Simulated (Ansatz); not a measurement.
## Mg in Ansatz: convergence with ecutrho ratio

Input of the first run (ecutrho ratio 4); the others differ in this setting and in those tied to it:

The input input.yaml:

```yaml
crystal:
  lattice:
    - [3.1768261656, 0.0, 0.0]
    - [-1.5884130828, 2.7512121628, 0.0]
    - [0.0, 0.0, 10.31886201]
  atoms:
    - { symbol: Mg, position: [0.6626, 0.325608, 0.747392] }
    - { symbol: Mg, position: [-0.005909, -0.016441, 0.501469] }
    - { symbol: Mg, position: [0.324157, 0.67579, 0.256108] }
    - { symbol: Mg, position: [-0.018252, -0.002868, 0.000359] }
hamiltonian:
  xc: r2scan
  pseudopotentials: { kind: paw }
kpoints:
  mp_grid: { grid: [7, 7, 2] }
scf:
  occupations: { method: gaussian, width: 0.1 }
output:
  forces: true
  stress: true
  eigenvalues: true
basis:
  ecutrho_ratio: 4
```

Potentials or basis: Ansatz PAW.

Run with:

```sh
$ ansatz run input.yaml --threads 2 --pin off --max-ram 5632MiB --backend cpu --events-out ev --progress --plain --runs-dir out
```

The cell isn't the ideal one: atoms moved at random, drawn with an rms of 0.05 Å.

Hardware: 2 threads of Arm Neoverse V1, on a shared host.

```
ecutrho ratio  energy less the tightest run, at zero smearing (meV/atom)  SCF cycles  CPU time (s)  peak memory (GiB)
            4                                                       0.05           6            24               0.56
            5                                                       0.03           6            26               0.65
            6                                                       0.02           6            25               0.75
            8                                                       0.01           6            30                  1
           10                                                       0.00           6            34                1.2
           12                                                       0.00           6            41                1.6
```

Against the tightest run, the energy stays within 1 meV/atom from 4 on. The tightest run that finished is the yardstick and may itself not be fully converged.
